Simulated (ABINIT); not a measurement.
**SnSe: band structure with PBE**

SnSe, a slab with vacuum:

```
CELL_PARAMETERS angstrom
4.28533 0.00000 0.00000
0.00000 4.28533 0.00000
0.00000 0.00000 10.99069
ATOMIC_POSITIONS crystal
Sn 0.00000 0.50000 0.62777
Sn 0.50000 0.00000 0.37223
Se 0.00000 0.50000 0.38396
Se 0.50000 0.00000 0.61604
```

```json
{"Program": "ABINIT 10.8.3 (patched build)", "Task": "band structure", "Functional": "PBE", "Potentials or basis": "JTH PAW PBE v2.0", "Cutoff": "599 eV", "k mesh": "6 × 6 × 3", "Occupations": "fermi-dirac, width 0.05 eV", "Spin": "no spin polarisation", "Fine-grid cutoff": "1197.3 eV"}
```

```yaml
Largest_force: 0.257 eV/Å
Band_gap_along_the_path: 0.91 eV, direct
Valence_electrons_inside_the_program's_atomic_spheres: Sn 11.79; Se 3.94
```

Forces in eV/Å, atoms in the order of the input:
```
Sn   0.000  0.000  0.146
Sn   0.000  0.000 -0.146
Se   0.000  0.000 -0.257
Se   0.000  0.000  0.257
```

Levels at the corners of the path, in eV from the valence-band top:
| point | band 18 | band 19 | band 20 | band 21 | band 22 | band 23 |
| --- | --- | --- | --- | --- | --- | --- |
| Γ | -1.89 | -1.89 | -0.48 | 1.44 | 3.36 | 3.62 |
| X | -1.71 | -0.42 | -0.42 | 1.35 | 1.35 | 1.90 |
| M | -3.39 | -1.87 | -1.87 | 3.49 | 3.49 | 4.52 |
| Γ | -1.89 | -1.89 | -0.48 | 1.44 | 3.36 | 3.62 |
| Z | -1.89 | -1.89 | -0.48 | 1.27 | 3.62 | 4.24 |
| R | -1.71 | -0.42 | -0.42 | 1.35 | 1.35 | 1.90 |
| A | -3.39 | -1.87 | -1.87 | 3.45 | 3.45 | 4.59 |
| Z | -1.89 | -1.89 | -0.48 | 1.27 | 3.62 | 4.24 |

Run time: 4.6 min on 1 thread of AMD EPYC 9R45 96-Core Processor (Zen 5), on a shared host, peak memory 0.53 GiB.

Caveat: spin-orbit coupling is left out, which moves the levels of the heavy elements.
